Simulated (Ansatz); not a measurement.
Space group Fm-3m (No. 225). a = 3.970 Å, b = 3.970 Å, c = 3.970 Å, α = 90.00°, β = 90.00°, γ = 90.00°
```json
{"atom": "Pt", "site": "4a", "symmetry": "m-3m", "x": "0.0000", "y": "0.0000", "z": "0.0000"}
```

Equation of state of this Pt structure (not necessarily the ground state), with shape and atoms relaxed at each volume where symmetry leaves them free. It has no gap at any of these volumes. Computed with DFT PBE, scalar-relativistic, plane waves, PAW in Ansatz 0.2.0.

Cutoff 420 eV; k points 18×18×18 on the computed 1-atom cell (Γ-centred); Gaussian smearing, width 0.10 eV; no spin polarisation.

```csv
V (Å³/atom),E − E(largest V) (meV/atom),P (GPa)
13.767,128.74,44.77
14.236,19.90,30.19
14.705,-50.07,18.15
15.175,-87.94,8.20
15.644,-99.31,-0.01
16.113,-88.82,-6.77
16.583,-60.35,-12.32
17.208,0.00,-18.15
```

Q: Fit a third-order Birch–Murnaghan equation to E(V).

A: V0 = 15.64 Å³/atom, B0 = 248 GPa, B0' = 5.4.

Spin-orbit coupling is left out, which matters for the bands of heavy elements.